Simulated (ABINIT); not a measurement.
# MoS2 (P-3m1) in ABINIT: settings compared

One crystal, MoS2, is run at these levels: LDA, PBEsol; tasks: single point.

Program: ABINIT 10.8.3 (patched build). These are calculated values, not measurements. Logs are shortened: lines on timing, memory, paths and dates and some standing lists are left out, and cuts for length are marked. The log counts tension as positive stress, the text compression.

## 1. The crystal as given

It takes space group P-3m1 (No. 164, trigonal). Conventional cell: a = 3.227 Å, b = 3.227 Å, c = 6.312 Å, α = 90.00°, β = 90.00°, γ = 120.00°. Around Mo (site symmetry -3m) lie 6 S at 2.42 Å. S (site symmetry 3m) is surrounded by 3 Mo at 2.42 Å.

Measurements of this composition are mostly on another form, of space group No. 194.

## 2. Single point, LDA

run.abi reads:

```
pp_dirpath "./"
pseudos "Mo.LDA_PW-JTH.xml, S.LDA_PW-JTH.xml"

acell 3*1.0
rprim
     6.0990240984     0.0000000000     0.0000000000
    -3.0495120492     5.2819098074     0.0000000000
     0.0000000000     0.0000000000    11.9288459328
ntypat 2
znucl 42 16
natom 3
typat 1 2 2
xred
     0.0000000000     0.0000000000     0.5000000000
     0.6666666667     0.3333333333     0.7446806800
     0.3333333333     0.6666666667     0.2553193200

ecut 20.0
pawecutdg 40.0

kptopt 1
ngkpt 7 7 3
nshiftk 1
shiftk 0.0 0.0 0.0

ixc 7

nband 17
occopt 3
tsmear 0.00183747

nstep 100
tolvrs 1.0e-9

iomode 3
prtwf 0
prtden 0
prteig 0
prtebands 0
```

Potentials or basis: JTH PAW LDA v2.0.

Run with:

```
$ abinit run.abi > log 2>&1
```

run.abo:

```text
.Version 10.8.3 of ABINIT
 Symmetries : space group P-3 m 1 (#164); Bravais hP (primitive hexag.)
================================================================================
 Values of the parameters that define the memory need of the present run
     intxc =       0    ionmov =       0      iscf =      17    lmnmax =      18
     lnmax =       6     mgfft =      50  mpssoang =       3    mqgrid =    3397
     natom =       3  nloc_mem =       2    nspden =       1   nspinor =       1
    nsppol =       1      nsym =      12    n1xccc =       1    ntypat =       2
    occopt =       3   xclevel =       1
       mpw =        1655          nfft =       36450          nkpt =          20
 PAW method is used; the additional fine FFT grid is defined by:
   mgfftf=        72    nfftf =     93312
================================================================================
================================================================================

--------------------------------------------------------------------------------
------------- Echo of variables that govern the present computation ------------
--------------------------------------------------------------------------------
 -outvars: echo values of preprocessed input variables --------
            acell      1.0000000000E+00  1.0000000000E+00  1.0000000000E+00 Bohr
              amu      9.59400000E+01  3.20660000E+01
             ecut      2.00000000E+01 Hartree
              ixc           7
         kptrlatt        7    0    0      0    7    0      0    0    3
          kptrlen      3.57865378E+01
            natom           3
            nband          17
            ngfft          27      27      50
          ngfftdg          36      36      72
             nkpt          20
            nstep         100
             nsym          12
           ntypat           2
           occopt           3
        pawecutdg      4.00000000E+01 Hartree
           prtden           0
        prtebands           0
           prteig           0
            prtwf           0
            rprim      6.0990240984E+00  0.0000000000E+00  0.0000000000E+00
                      -3.0495120492E+00  5.2819098074E+00  0.0000000000E+00
                       0.0000000000E+00  0.0000000000E+00  1.1928845933E+01
          spgroup         164
           tolvrs      1.00000000E-09
           tsmear      1.83747000E-03 Hartree
            typat      1  2  2
           useylm           1
           xangst      0.0000000000E+00  0.0000000000E+00  3.1562367079E+00
                       1.6137322797E+00  9.3168876607E-01  4.7007769957E+00
                      -1.4735396981E-17  1.8633775321E+00  1.6116964200E+00
            xcart      0.0000000000E+00  0.0000000000E+00  5.9644229664E+00
                       3.0495120492E+00  1.7606366025E+00  8.8831811009E+00
                      -2.7845864651E-17  3.5212732049E+00  3.0456648319E+00
             xred      0.0000000000E+00  0.0000000000E+00  5.0000000000E-01
                       6.6666666667E-01  3.3333333333E-01  7.4468068000E-01
                       3.3333333333E-01  6.6666666667E-01  2.5531932000E-01
            znucl       42.00000   16.00000

================================================================================

 chkinp: Checking input parameters for consistency.

================================================================================
== DATASET  1 ==================================================================

--- !DatasetInfo
iteration_state: {dtset: 1, }
dimensions: {natom: 3, nkpt: 20, mband: 17, nsppol: 1, nspinor: 1, nspden: 1, mpw: 1655, }
cutoff_energies: {ecut:  20.0, pawecutdg:  40.0, }
electrons: {nelect:   2.60000000E+01, charge:   0.00000000E+00, occopt:   3.00000000E+00, tsmear:   1.83747000E-03, }
meta: {optdriver: 0, ionmov: 0, optcell: 0, iscf: 17, paral_kgb: 0, }
...

 Exchange-correlation functional for the present dataset will be:
  LDA: Perdew-Wang 92 LSD fit to Ceperley-Alder data - ixc=7
  J.P.Perdew and Y.Wang, PRB 45, 13244 (1992)

 Real(R)+Recip(G) space primitive vectors, cartesian coordinates (Bohr,Bohr^-1):
 R(1)=  6.0990241  0.0000000  0.0000000  G(1)=  0.1639607  0.0946627  0.0000000
 R(2)= -3.0495120  5.2819098  0.0000000  G(2)=  0.0000000  0.1893255  0.0000000
 R(3)=  0.0000000  0.0000000 11.9288459  G(3)=  0.0000000  0.0000000  0.0838304
 Unit cell volume ucvol=  3.8428175E+02 bohr^3
 Angles (23,13,12)=  9.00000000E+01  9.00000000E+01  1.20000000E+02 degrees

 Coarse grid specifications (used for wave-functions):

 getcut: wavevector=  0.0000  0.0000  0.0000  ngfft=  27  27  50
         ecut(hartree)=     20.000   => boxcut(ratio)=   2.08205

 Fine grid specifications (used for densities):

 getcut: wavevector=  0.0000  0.0000  0.0000  ngfft=  36  36  72
         ecut(hartree)=     40.000   => boxcut(ratio)=   2.07323

--- Pseudopotential description ------------------------------------------------
- pspini: atom type   1  psp file is ./Mo.LDA_PW-JTH.xml
[... 60 lines left out ...]
entropy   :   0.00000000E+00
fermie    :   2.80715654E-01
cartesian_stress_tensor: # hartree/bohr^3
- [  2.28359894E-04,   0.00000000E+00,   0.00000000E+00, ]
- [  0.00000000E+00,   2.28359895E-04,   0.00000000E+00, ]
- [  0.00000000E+00,   0.00000000E+00,   1.29194188E-04, ]
pressure_GPa:  -5.7461E+00
xred      :
- [  0.0000E+00,   0.0000E+00,   5.0000E-01, Mo]
- [  6.6667E-01,   3.3333E-01,   7.4468E-01,  S]
- [  3.3333E-01,   6.6667E-01,   2.5532E-01,  S]
cartesian_forces: # hartree/bohr
- [  5.88650508E-29,   7.13700811E-28,   4.33680869E-19, ]
- [  5.88650508E-29,  -3.05871776E-28,  -3.29339408E-03, ]
- [ -1.17730102E-28,  -4.07829035E-28,   3.29339408E-03, ]
force_length_stats: {min:   4.33680869E-19, max:   3.29339408E-03, mean:   2.19559605E-03, }
...

 Integrated electronic density in atomic spheres:
 ------------------------------------------------
 Atom  Sphere_radius  Integrated_density
    1        2.20740         11.22912614
    2        1.90380          3.55651640
    3        1.90380          3.55651640

================================================================================

 ----iterations are completed or convergence reached----

 Mean square residual over all n,k,spin=   36.912E-09; max=  12.549E-06
 reduced coordinates (array xred) for    3 atoms
       0.000000000000      0.000000000000      0.500000000000
       0.666666666667      0.333333333333      0.744680680000
       0.333333333333      0.666666666667      0.255319320000
 rms dE/dt=  1.8520E-02; max dE/dt=  3.9286E-02; dE/dt below (all hartree)
    1       0.000000000000      0.000000000000      0.000000000000
    2       0.000000000000      0.000000000000      0.039286390555
    3       0.000000000000      0.000000000000     -0.039286390555

 cartesian coordinates (angstrom) at end:
    1      0.00000000000000     0.00000000000000     3.15623670786412
    2      1.61373227971597     0.93168876607498     4.70077699570643
    3     -0.00000000000000     1.86337753214995     1.61169642002181

 cartesian forces (hartree/bohr) at end:
    1      0.00000000000000     0.00000000000000     0.00000000000000
    2      0.00000000000000    -0.00000000000000    -0.00329339407824
    3     -0.00000000000000    -0.00000000000000     0.00329339407824
 frms,max,avg= 1.5525209E-03 3.2933941E-03   0.000E+00  0.000E+00  0.000E+00 h/b

 cartesian forces (eV/Angstrom) at end:
    1      0.00000000000000     0.00000000000000     0.00000000000000
    2      0.00000000000000    -0.00000000000000    -0.16935313263209
    3     -0.00000000000000    -0.00000000000000     0.16935313263209
 frms,max,avg= 7.9833832E-02 1.6935313E-01   0.000E+00  0.000E+00  0.000E+00 e/A
 length scales=  1.000000000000  1.000000000000  1.000000000000 bohr
              =  0.529177210544  0.529177210544  0.529177210544 angstroms
 Fermi (or HOMO) energy (hartree) =   0.28072   Average Vxc (hartree)=  -0.39348
 Eigenvalues (hartree) for nkpt=  20  k points:
 kpt#   1, nband= 17, wtk=  0.00680, kpt=  0.0000  0.0000  0.0000 (reduced coord)
  -1.98820   -1.03562   -1.03458   -1.03458   -0.26555   -0.21146    0.03204    0.12984
   0.12984    0.21183    0.23712    0.24209    0.24209    0.26769    0.26769    0.39523
   0.39523
      occupation numbers for kpt#   1
   2.00000    2.00000    2.00000    2.00000    2.00000    2.00000    2.00000    2.00000
   2.00000    2.00000    2.00000    2.00000    2.00000    1.99833    1.99833    0.00000
   0.00000
 prteigrs : prtvol=0 or 1, do not print more k-points.

--- !EnergyTerms
iteration_state     : {dtset: 1, }
comment             : Components of total free energy in Hartree
kinetic             :  1.84686705297686E+01
hartree             :  3.03076112973514E+01
xc                  : -1.11685599820208E+01
Ewald energy        : -5.70820386636911E+01
psp_core            :  2.21856156633445E+00
local_psp           : -8.51544832104500E+01
PAW spherical_terms :  1.25455709550952E+01
internal            : -8.98646675076124E+01
'-kT*entropy'       : -5.80050835405331E-04
total_energy        : -8.98652475584478E+01
total_energy_eV     : -2.44535796140362E+03
...

--- !EnergyTermsDC
iteration_state     : {dtset: 1, }
comment             : '"Double-counting" decomposition of free energy'
band_energy         : -9.01001606239058E+00
Ewald energy        : -5.70820386636911E+01
psp_core            :  2.21856156633445E+00
xc_dc               : -2.89171224816443E+01
PAW spherical_terms :  2.92594323520582E+00
internal            : -8.98646724061857E+01
'-kT*entropy'       : -5.80050835405331E-04
total_energy_dc     : -8.98652524570211E+01
total_energy_dc_eV  : -2.44535809470059E+03
...

--- !EnergyTermsWithPAWCore
iteration_state     : {dtset: 1, }
comment             : 'Components of total free energy, including PAW core contributions'
Total energy        : -4.84094804418974E+03
Total energy DC     : -4.84094804908831E+03
Total energy (eV)   : -1.31728907027173E+05
Total energy DC (eV): -1.31728907160470E+05
...

 Cartesian components of stress tensor (hartree/bohr^3)
  sigma(1 1)=  2.28359894E-04  sigma(3 2)=  0.00000000E+00
  sigma(2 2)=  2.28359895E-04  sigma(3 1)=  0.00000000E+00
  sigma(3 3)=  1.29194188E-04  sigma(2 1)=  0.00000000E+00

-Cartesian components of stress tensor (GPa)         [Pressure= -5.7461E+00 GPa]
- sigma(1 1)=  6.71858005E+00  sigma(3 2)=  0.00000000E+00
- sigma(2 2)=  6.71858005E+00  sigma(3 1)=  0.00000000E+00
- sigma(3 3)=  3.80102423E+00  sigma(2 1)=  0.00000000E+00

== END DATASET(S) ==============================================================
================================================================================

 -outvars: echo values of variables after computation  --------
            acell      1.0000000000E+00  1.0000000000E+00  1.0000000000E+00 Bohr
           etotal     -8.9865252457E+01
            fcart      5.8865050752E-29  7.1370081086E-28  4.3368086899E-19
                       5.8865050752E-29 -3.0587177608E-28 -3.2933940782E-03
                      -1.1773010150E-28 -4.0782903478E-28  3.2933940782E-03
            rprim      6.0990240984E+00  0.0000000000E+00  0.0000000000E+00
                      -3.0495120492E+00  5.2819098074E+00  0.0000000000E+00
                       0.0000000000E+00  0.0000000000E+00  1.1928845933E+01
           strten      2.2835989427E-04  2.2835989451E-04  1.2919418776E-04
                       0.0000000000E+00  0.0000000000E+00  0.0000000000E+00
           xangst      0.0000000000E+00  0.0000000000E+00  3.1562367079E+00
                       1.6137322797E+00  9.3168876607E-01  4.7007769957E+00
                      -1.4735396981E-17  1.8633775321E+00  1.6116964200E+00
             xred      0.0000000000E+00  0.0000000000E+00  5.0000000000E-01
                       6.6666666667E-01  3.3333333333E-01  7.4468068000E-01
                       3.3333333333E-01  6.6666666667E-01  2.5531932000E-01
 Calculation completed.
```

Run time: 13 s. Hardware: 1 thread of Intel Xeon 6975P-C (Granite Rapids), shared host; peak memory 0.09 GiB.

Results:

- Free energy: -2445.3581 eV
- Pressure: -5.7 GPa
- Largest force: 0.169 eV/Å
- Band gap on the k mesh: none (metal or under the smearing width)
- Valence electrons inside the program's atomic spheres: Mo 11.23; S 3.56

Forces on the atoms (eV/Å):
```
Mo   0.000  0.000  0.000
S    0.000  0.000 -0.169
S    0.000  0.000  0.169
```

Stress tensor (GPa, compression positive):
```
-6.72  0.00  0.00
 0.00 -6.72  0.00
 0.00  0.00 -3.80
```

## 3. Single point, PBEsol

run.abi reads:

```
# Pseudopotentials
pp_dirpath "./"
pseudos "Mo.upf, S.upf"

# Structure
acell 3.2274645616 3.2274645615 6.31247342 Angstrom
rprim
     1.0000000000     0.0000000000     0.0000000000
    -0.5000000000     0.8660254038     0.0000000000
     0.0000000000     0.0000000000     1.0000000000
ntypat 2
znucl 42 16
natom 3
typat 1 2 2
xred
     0.0000000000     0.0000000000     0.5000000000
     0.6666666667     0.3333333333     0.7446806800
     0.3333333333     0.6666666667     0.2553193200

# Plane-wave basis
ecut 36.0

# k points
kptopt 1
ngkpt 7 7 3
nshiftk 1
shiftk 0.0 0.0 0.0

# Exchange and correlation
ixc -116133

# Bands and occupations
nband 17
occopt 3
tsmear 0.05 eV

# SCF cycle
nstep 100
tolvrs 1.0e-10

# Output
iomode 3
prtwf 0
prtden 0
prteig 0
prtebands 0
```

Potentials or basis: PseudoDojo NC SR PBEsol v0.4.1 standard.

Run with:

```
$ mpirun --bind-to none -np 4 abinit run.abi > log 2>&1
```

Wall time 16 s (4 MPI ranks of Intel Xeon Platinum 8375C at 2.90GHz (Ice Lake), shared host); peak memory 0.36 GiB.

Results (log left out):

- Free energy: -2513.9087 eV
- Pressure: -3.3 GPa
- Largest force: 0.007 eV/Å
- Band gap on the k mesh: none (metal or under the smearing width)
- Valence electrons inside the program's atomic spheres: Mo 10.49; S 3.91

Forces in eV/Å, atoms in the order of the input:
```
Mo   0.000  0.000  0.000
S    0.000  0.000  0.007
S    0.000  0.000 -0.007
```

Stress tensor (GPa, compression positive):
```
-4.44  0.00  0.00
 0.00 -4.44  0.00
 0.00  0.00 -1.05
```

Levels at points of the mesh, in eV from the Fermi level:
```csv
k point,band 10,band 11,band 12,band 13,band 14,band 15,band 16,band 17
"(0.00, 0.00, 0.00)",-1.90,-1.18,-1.06,-1.06,-0.38,-0.38,3.11,3.11
```

Caveat: this functional lacks dispersion, which binds the layers, so the pressure and a relaxed spacing across them are unreliable.

## 4. Single point, PBEsol

Edit run.abi of step 3 so:

```diff
@@ -5,7 +5,7 @@
 # Structure
-acell 3.2274645616 3.2274645615 6.31247342 Angstrom
+acell 3*1.0 Angstrom
 rprim
-     1.0000000000     0.0000000000     0.0000000000
-    -0.5000000000     0.8660254038     0.0000000000
-     0.0000000000     0.0000000000     1.0000000000
+     3.2274645616     0.0000000000     0.0000000000
+    -1.6137322808     2.7950663001     0.0000000000
+     0.0000000000     0.0000000000     6.3124734200
 ntypat 2
@@ -20,3 +20,3 @@
 # Plane-wave basis
-ecut 36.0
+ecut 979.609905 eV
 
@@ -34,3 +34,3 @@
 occopt 3
-tsmear 0.05 eV
+tsmear 0.00183747
```

Run with:

```
$ abinit run.abi > log 2>&1
```

Run time: 81 s. Hardware: 1 thread of Intel Xeon Platinum 8488C (Sapphire Rapids), shared host; peak memory 0.1 GiB.

It converged, with:

```yaml
Free_energy: -2513.9087 eV
Pressure: -3.3 GPa
Largest_force: 0.007 eV/Å
Band_gap_on_the_k_mesh: none (metal or under the smearing width)
Valence_electrons_inside_the_program's_atomic_spheres: Mo 10.49; S 3.91
```

Forces on the atoms (eV/Å):
```
Mo   0.000  0.000  0.000
S    0.000  0.000  0.007
S    0.000  0.000 -0.007
```

Stress tensor (GPa, compression positive):
```
-4.44  0.00  0.00
 0.00 -4.44  0.00
 0.00  0.00 -1.05
```

Levels at points of the mesh, in eV from the Fermi level:
| k point | band 9 | band 10 | band 11 | band 12 | band 13 | band 14 | band 15 | band 16 | band 17 |
| --- | --- | --- | --- | --- | --- | --- | --- | --- | --- |
| (0.00, 0.00, 0.00) | -4.14 | -1.90 | -1.18 | -1.06 | -1.06 | -0.38 | -0.38 | 3.11 | 3.11 |

Caveat: this functional lacks dispersion, which binds the layers, so the pressure and a relaxed spacing across them are unreliable.
